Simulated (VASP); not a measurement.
# SnO in VASP: settings compared

One slab, SnO, is run at these levels: PBE, PBEsol; tasks: single point.

Everything below comes from runs of VASP 6.6.1. Logs are shortened: lines on timing, memory, paths and dates and some standing lists are left out, and cuts for length are marked.

## Step 1: The structure

The cell holds a slab with vacuum, 4 atoms: a = 3.799 Å, b = 3.799 Å, c = 12.736 Å, α = 90.00°, β = 90.00°, γ = 97.68°.

## Step 2: Single point, PBE

INCAR reads:

```
  ALGO = Normal
  DIPOL = 0.5 0.5 0.500
  EDIFF = 1E-7
  ENCUT = 460
  GGA = PE
  IDIPOL = 3
  ISIF = 2
  ISMEAR = 0
  LASPH = T
  LCHARG = F
  LDIPOL = T
  LREAL = F
  LVACPOTAV = T
  LVHAR = T
  LWAVE = F
  NBANDS = 32
  NELM = 120
  PREC = Accurate
  SIGMA = 0.05
```

KPOINTS reads:

```
k-points
0
Gamma
  8 8 1
```

POSCAR reads:

```
SnO
1.0
    3.7986313300      0.0000000000      0.0000000000
   -0.5079724300      3.7645137800      0.0000000000
    0.0000000000      0.0000000000     12.7355200000
Sn O
2 2
Direct
    0.0000000000      0.0000000000      0.3939124590
    0.4410000000      0.5590000000      0.6087069864
    0.0700000000      0.5700000000      0.4986902773
    0.4300000000      0.9300000000      0.4986902773
```

Potentials or basis: VASP PAW PBE potentials, release 64 (Sn_d, O).

Started as:

```
$ cat potpaw_PBE.64/Sn_d/POTCAR potpaw_PBE.64/O/POTCAR > POTCAR
$ mpirun -np 1 vasp_std > vasp.out
```

OUTCAR:

```text
EDIFF = 1E-7
   ENCUT = 460
   GGA = PE
   ISIF = 2
   ISMEAR = 0
   LASPH = T
   LREAL = F
   NELM = 120
   PREC = Accurate

 Found     21 irreducible k-points:

 Following reciprocal coordinates:
            Coordinates               Weight
  0.000000  0.000000  0.000000      1.000000
  0.125000  0.000000  0.000000      4.000000
  0.250000  0.000000  0.000000      4.000000
  0.375000  0.000000  0.000000      4.000000
  0.500000  0.000000  0.000000      2.000000
  0.125000  0.125000  0.000000      2.000000
   k-points           NKPTS =     21   k-points in BZ     NKDIM =     21   number of bands    NBANDS=     32
   number of dos      NEDOS =    301   number of ions     NIONS =      4
   total plane-waves  NPLWV =  70560
   dimension x,y,z NGX =    28 NGY =   28 NGZ =   90
   dimension x,y,z NGXF=    56 NGYF=   56 NGZF=  180
   ions per type =               2   2
   NGX,Y,Z   is equivalent  to a cutoff of  12.25, 12.25, 11.75 a.u.
   NGXF,Y,Z  is equivalent  to a cutoff of  24.51, 24.51, 23.50 a.u.
 SYSTEM =  unknown system
   PREC   = accura    normal or accurate (medium, high low for compatibility)
   ISTART =      0    job   : 0-new  1-cont  2-samecut
   ICHARG =      2    charge: 1-file 2-atom 10-const
   ISPIN  =      1    spin polarized calculation?
   LNONCOLLINEAR =      F non collinear calculations
   LSORBIT =      F    spin-orbit coupling
   LASPH  =      T    aspherical Exc in radial PAW
   ENCUT  =  460.0 eV  33.81 Ry    5.81 a.u.   6.64  6.64 22.27*2*pi/ulx,y,z
   NELM   =    120;   NELMIN=  2; NELMDL= -5     # of ELM steps
   EDIFF  = 0.1E-06   stopping-criterion for ELM
   LREAL  =      F    real-space projection
   EDIFFG = 0.1E-05   stopping-criterion for IOM
   NSW    =      0    number of steps for IOM
   IBRION =     -1    ionic relax: 0-MD 1-quasi-New 2-CG
   NFREE  =      0    steps in history (QN), initial steepest desc. (CG)
   ISIF   =      2    stress and relaxation
   ISYM   =      2    0-nonsym 1-usesym 2-fastsym
   POTIM  = 0.5000    time-step for ionic-motion
   TEBEG  =    0.0;   TEEND  =   0.0 temperature during run
   PSTRESS=    0.0 pullay stress
   NELECT =      40.0000    total number of electrons
   NUPDOWN=      -1.0000    fix difference up-down
   EMIN   =  10.00;   EMAX   =-10.00  energy-range for DOS
   EFERMI =   0.00;   METHOD = LEGACY
   ISMEAR =     0;   SIGMA  =   0.05  broadening in eV -4-tet -1-fermi 0-gaus
   EFERMI_NEDOS =   21; number of points for ismear=-14 and -15
   IALGO  =     38    algorithm
   IMIX   =      4    mixing-type and parameters
     AMIX     =   0.40;   BMIX     =  1.00
     AMIX_MAG =   1.60;   BMIX_MAG =  1.00
  volume/ion in A,a.u.               =      45.53       307.25
  Fermi-wavevector in a.u.,A,eV,Ry     =   0.987743  1.866563 13.274334  0.975636
  Thomas-Fermi vector in A             =   2.119219
   LORBIT       =      0    0 simple, 1 ext, 2 COOP (PROOUT), +10 PAW based schemes
   GGA     = PE    functional components
   LHFCALC =     F    Hartree Fock is set to
   AEXX    =    0.0000 exact exchange contribution
   IVDW    =     0    specifies the selected vdW correction
   LEPSILON=     F    determine dielectric tensor
   LRPA    =     F    only Hartree local field effects (RPA)
 non-spin polarized calculation
 Gauss-broadening in eV      SIGMA  =   0.05
  energy-cutoff  :      460.00
  volume of cell :      182.12
 maximum number of plane-waves:      4106
   NGX = 13   NGY = 13   NGZ = 45

 dipolmoment           0.000000      0.000000     -0.000384 electrons x Angstroem

 number of electron      40.0000003 magnetization

 dipolmoment           0.000000      0.000000      0.001957 electrons x Angstroem

 Free energy of the ion-electron system (eV)
  ---------------------------------------------------
  ext. energy  EPLUGINS =         0.00000000
  ---------------------------------------------------
  free energy    TOTEN  =       -18.74976845 eV

  energy without entropy =      -18.74863363  energy(sigma->0) =      -18.74920104

 E-fermi :   1.2477     XC(G=0):  -5.1393

 val. band max:        1.2193482600   @ k =  -0.2500   0.2500   0.0000
 cond. band min:       1.2528519431   @ k =   0.5000   0.5000   0.0000
 fundamental gap:      0.0335036831
 Fermi energy:         1.2476558148

 k-point     1 :       0.0000    0.0000    0.0000
  band No.  band energies     occupation
      1     -21.6956      2.00000
      2     -21.3468      2.00000
      3     -21.1638      2.00000
      4     -21.1338      2.00000
      5     -21.1113      2.00000
      6     -21.1029      2.00000
[... 24 lines left out ...]
     31       9.0146      0.00000
     32       9.2021      0.00000

 k-point     2 :       0.1250    0.0000    0.0000
  band No.  band energies     occupation
      1     -21.7088      2.00000
      2     -21.3380      2.00000
      3     -21.1596      2.00000
      4     -21.1352      2.00000
      5     -21.1117      2.00000
      6     -21.1045      2.00000
[... 24 lines left out ...]
     31       9.2060      0.00000
     32       9.9571      0.00000

 k-point     3 :       0.2500    0.0000    0.0000
  band No.  band energies     occupation
      1     -21.7381      2.00000
      2     -21.3207      2.00000
      3     -21.1514      2.00000
      4     -21.1386      2.00000
      5     -21.1119      2.00000
      6     -21.1077      2.00000
[... 24 lines left out ...]
     31       9.2244      0.00000
     32       9.5215      0.00000

 k-point     4 :       0.3750    0.0000    0.0000
  band No.  band energies     occupation
      1     -21.7646      2.00000
      2     -21.3088      2.00000
      3     -21.1472      2.00000
      4     -21.1410      2.00000
      5     -21.1122      2.00000
      6     -21.1076      2.00000
[... 24 lines left out ...]
     31       9.2919      0.00000
     32       9.6536      0.00000

 k-point     5 :       0.5000    0.0000    0.0000
  band No.  band energies     occupation
      1     -21.7749      2.00000
      2     -21.3054      2.00000
      3     -21.1474      2.00000
      4     -21.1407      2.00000
      5     -21.1128      2.00000
      6     -21.1061      2.00000
[... 24 lines left out ...]
     31       9.4628      0.00000
     32       9.9643      0.00000

 k-point     6 :       0.1250    0.1250    0.0000
  band No.  band energies     occupation
      1     -21.7236      2.00000
      2     -21.3234      2.00000
      3     -21.1562      2.00000
      4     -21.1369      2.00000
      5     -21.1083      2.00000
      6     -21.1030      2.00000
[... 24 lines left out ...]
     31       9.7836      0.00000
     32      10.1818      0.00000

 [... further k-points ...]

------------------------ aborting loop because EDIFF is reached ----------------------------------------

  FORCE on cell =-STRESS in cart. coord.  units (eV):
  Direction    XX          YY          ZZ          XY          YZ          ZX
  --------------------------------------------------------------------------------------
  -------------------------------------------------------------------------------------
  Total        6.4984397      8.7163685     -1.0863010      8.2183824     -2.7915752      3.1935513
  in kB       57.1698373     76.6820022     -9.5567018     72.3009843    -24.5588033     28.0951764
  external PRESSURE =      41.4317126 kB  Pullay stress =       0.0000000 kB

 VOLUME and BASIS-vectors are now :
 -----------------------------------------------------------------------------
  energy-cutoff  :      460.00
  volume of cell :      182.12
      direct lattice vectors                 reciprocal lattice vectors
     3.798631330  0.000000000  0.000000000     0.263252712  0.035522548  0.000000000
    -0.507972430  3.764513780  0.000000000     0.000000000  0.265638555  0.000000000
     0.000000000  0.000000000 12.735520000     0.000000000  0.000000000  0.078520547

 POSITION                                       TOTAL-FORCE (eV/Angst)
 -----------------------------------------------------------------------------------
      0.00000      0.00000      5.01668        -0.719258      0.628722      1.413530
      1.39124      2.10436      7.75220         1.588005     -1.388117      0.744973
     -0.02364      2.14577      6.35108        -6.575468     -6.645714     -1.079252
      1.16100      3.50100      6.35108         5.706720      7.405109     -1.079252
 -----------------------------------------------------------------------------------
    total drift:                                0.000290     -0.000253      0.001281

  FREE ENERGIE OF THE ION-ELECTRON SYSTEM (eV)
  ---------------------------------------------------
  free  energy   TOTEN  =       -18.7497684514 eV

  energy  without entropy=      -18.7486336252  energy(sigma->0) =      -18.74920104

 vacuum level on the upper side and lower side of the slab         4.215         4.190
```

OSZICAR:

```text
N       E                     dE             d eps       ncg     rms          rms(c)
DAV:   1     0.397329774556E+03    0.39733E+03   -0.18158E+04  1432   0.124E+03
DAV:   2     0.458184048442E+02   -0.35151E+03   -0.33443E+03  1408   0.382E+02
DAV:   3    -0.209148993938E+02   -0.66733E+02   -0.64399E+02  1728   0.153E+02
[... 12 lines left out ...]
DAV:  16    -0.187497457404E+02   -0.64188E-04   -0.36270E-05  1624   0.398E-02    0.411E-03
DAV:  17    -0.187497649099E+02   -0.19170E-04   -0.48276E-06  1504   0.117E-02    0.228E-03
DAV:  18    -0.187497676075E+02   -0.26976E-05   -0.89977E-07  1592   0.640E-03    0.170E-03
DAV:  19    -0.187497684138E+02   -0.80628E-06   -0.22582E-07  1232   0.324E-03    0.451E-04
DAV:  20    -0.187497684514E+02   -0.37608E-07   -0.87630E-08  1288   0.173E-03
   1 F= -.18749768E+02 E0= -.18749201E+02  d E =-.113483E-02
```

stdout:

```text
POSCAR found type information on POSCAR SnO
 POSCAR found :  2 types and       4 ions
 scaLAPACK will be used
 LDA part: xc-table for (Slater+PW92), standard interpolation
 POSCAR, INCAR and KPOINTS ok, starting setup
 FFT: planning ... GRIDC
 FFT: planning ... GRID_SOFT
 FFT: planning ... GRID
 WAVECAR not read
 entering main loop
 -----------------------------------------------------------------------------
|                                                                             |
|           W    W    AA    RRRRR   N    N  II  N    N   GGGG   !!!           |
|           W    W   A  A   R    R  NN   N  II  NN   N  G    G  !!!           |
|           W    W  A    A  R    R  N N  N  II  N N  N  G       !!!           |
|           W WW W  AAAAAA  RRRRR   N  N N  II  N  N N  G  GGG   !            |
|           WW  WW  A    A  R   R   N   NN  II  N   NN  G    G                |
|           W    W  A    A  R    R  N    N  II  N    N   GGGG   !!!           |
|                                                                             |
|     Did not find any points to average over, which means that no vacuum     |
|     field-free region was found. Please increase the size of  your cell     |
|     in the dimension of the dipole correction to obtain accurate            |
|     workfunction values.                                                    |
|                                                                             |
 -----------------------------------------------------------------------------
```

It took 74 s on 1 thread of AMD EPYC 9R45 (Zen 5), shared host; peak memory 0.25 GiB.

These settings aren't checked as converged: the numbers below hold their error.

What came out:

* Free energy: -18.7498 eV
* Largest force: 9.411 eV/Å
* Band gap on the k mesh: 0.03 eV, indirect (least direct gap 0.26 eV)
* Ionisation potential of the upper face: 3.00 eV

Caveat: the cutoff is under 1.25 times the usual one of these potentials, so pressure, stress and relaxed cells hold a basis-set (Pulay) error; spin-orbit coupling is left out, which moves the levels of the heavy elements.

## Step 3: Single point, PBE

This run uses another cell than the first one, of 52.68 Å³/atom, 1.157 times its volume.

INCAR is that of step 2.

KPOINTS is that of step 2.

POSCAR reads:

```
SnO
1.0
    3.7986313300      0.0000000000      0.0000000000
   -0.5079724300      3.7645137800      0.0000000000
    0.0000000000      0.0000000000     14.7355200000
Sn O
2 2
Direct
    0.0000000000      0.0000000000      0.4083113456
    0.4410000000      0.5590000000      0.5939525717
    0.0700000000      0.5700000000      0.4988680413
    0.4300000000      0.9300000000      0.4988680413
```

Potentials or basis: VASP PAW PBE potentials, release 64 (Sn_d, O).

Started as:

```
$ cat potpaw_PBE.64/Sn_d/POTCAR potpaw_PBE.64/O/POTCAR > POTCAR
$ mpirun -np 1 vasp_std > vasp.out
```

OUTCAR:

```text
EDIFF = 1E-7
   ENCUT = 460
   GGA = PE
   ISIF = 2
   ISMEAR = 0
   LASPH = T
   LREAL = F
   NELM = 120
   PREC = Accurate

 Found     21 irreducible k-points:

 Following reciprocal coordinates:
            Coordinates               Weight
  0.000000  0.000000  0.000000      1.000000
  0.125000  0.000000  0.000000      4.000000
  0.250000  0.000000  0.000000      4.000000
  0.375000  0.000000  0.000000      4.000000
  0.500000  0.000000  0.000000      2.000000
  0.125000  0.125000  0.000000      2.000000
   k-points           NKPTS =     21   k-points in BZ     NKDIM =     21   number of bands    NBANDS=     32
   number of dos      NEDOS =    301   number of ions     NIONS =      4
   total plane-waves  NPLWV =  84672
   dimension x,y,z NGX =    28 NGY =   28 NGZ =  108
   dimension x,y,z NGXF=    56 NGYF=   56 NGZF=  216
   ions per type =               2   2
   NGX,Y,Z   is equivalent  to a cutoff of  12.25, 12.25, 12.18 a.u.
   NGXF,Y,Z  is equivalent  to a cutoff of  24.51, 24.51, 24.37 a.u.
 SYSTEM =  unknown system
   PREC   = accura    normal or accurate (medium, high low for compatibility)
   ISTART =      0    job   : 0-new  1-cont  2-samecut
   ICHARG =      2    charge: 1-file 2-atom 10-const
   ISPIN  =      1    spin polarized calculation?
   LNONCOLLINEAR =      F non collinear calculations
[... 62 lines left out ...]
 Fermi energy:         0.6761718595

 k-point     1 :       0.0000    0.0000    0.0000
  band No.  band energies     occupation
      1     -22.2672      2.00000
      2     -21.9185      2.00000
      3     -21.7354      2.00000
      4     -21.7055      2.00000
      5     -21.6830      2.00000
      6     -21.6746      2.00000
[... 199 lines left out ...]
     31       9.1443      0.00000
     32       9.2198      0.00000

 [... further k-points ...]

------------------------ aborting loop because EDIFF is reached ----------------------------------------

  FORCE on cell =-STRESS in cart. coord.  units (eV):
  Direction    XX          YY          ZZ          XY          YZ          ZX
  --------------------------------------------------------------------------------------
  -------------------------------------------------------------------------------------
  Total        6.4974814      8.7161854     -1.0893316      8.2212548     -2.7917554      3.1937574
  in kB       49.4030916     66.2728333     -8.2826474     62.5096670    -21.2268935     24.2834841
  external PRESSURE =      35.7977591 kB  Pullay stress =       0.0000000 kB

 VOLUME and BASIS-vectors are now :
 -----------------------------------------------------------------------------
  energy-cutoff  :      460.00
  volume of cell :      210.72
      direct lattice vectors                 reciprocal lattice vectors
     3.798631330  0.000000000  0.000000000     0.263252712  0.035522548  0.000000000
    -0.507972430  3.764513780  0.000000000     0.000000000  0.265638555  0.000000000
     0.000000000  0.000000000 14.735520000     0.000000000  0.000000000  0.067863231

 POSITION                                       TOTAL-FORCE (eV/Angst)
 -----------------------------------------------------------------------------------
      0.00000      0.00000      6.01668        -0.719210      0.628680      1.414980
      1.39124      2.10436      8.75220         1.588051     -1.388156      0.744184
     -0.02364      2.14577      7.35108        -6.576755     -6.647092     -1.079582
      1.16100      3.50100      7.35108         5.707914      7.406569     -1.079582
 -----------------------------------------------------------------------------------
    total drift:                                0.000720     -0.000629      0.000952

  FREE ENERGIE OF THE ION-ELECTRON SYSTEM (eV)
  ---------------------------------------------------
  free  energy   TOTEN  =       -18.7493655406 eV

  energy  without entropy=      -18.7482310307  energy(sigma->0) =      -18.74879829

 vacuum level on the upper side and lower side of the slab         3.652         3.627
```

OSZICAR:

```text
N       E                     dE             d eps       ncg     rms          rms(c)
DAV:   1     0.376289341405E+03    0.37629E+03   -0.18289E+04  1464   0.118E+03
DAV:   2     0.420779525578E+02   -0.33421E+03   -0.32045E+03  1400   0.338E+02
DAV:   3    -0.212208864950E+02   -0.63299E+02   -0.61141E+02  1784   0.147E+02
[... 14 lines left out ...]
DAV:  18    -0.187493503091E+02   -0.32351E-04   -0.39339E-06  1616   0.122E-02    0.317E-03
DAV:  19    -0.187493631562E+02   -0.12847E-04   -0.11358E-06  1272   0.696E-03    0.547E-04
DAV:  20    -0.187493652526E+02   -0.20964E-05   -0.27974E-07  1328   0.243E-03    0.115E-03
DAV:  21    -0.187493654663E+02   -0.21373E-06   -0.98635E-08  1240   0.262E-03    0.130E-04
DAV:  22    -0.187493655406E+02   -0.74237E-07   -0.17616E-08  1176   0.108E-03
   1 F= -.18749366E+02 E0= -.18748798E+02  d E =-.113451E-02
```

Run time: 1.8 min. Hardware: 1 thread of AMD EPYC 9R45 (Zen 5), shared host; peak memory 0.28 GiB.

These settings aren't checked as converged: the numbers below hold their error.

Results:

| Quantity | Value |
| --- | --- |
| Free energy | -18.7494 eV |
| Largest force | 9.413 eV/Å |
| Band gap on the k mesh | 0.03 eV, indirect (least direct gap 0.26 eV) |
| Ionisation potential of the upper face | 3.00 eV |

Caveat: the cutoff is under 1.25 times the usual one of these potentials, so pressure, stress and relaxed cells hold a basis-set (Pulay) error; spin-orbit coupling is left out, which moves the levels of the heavy elements.

[end of part 1 of 3]
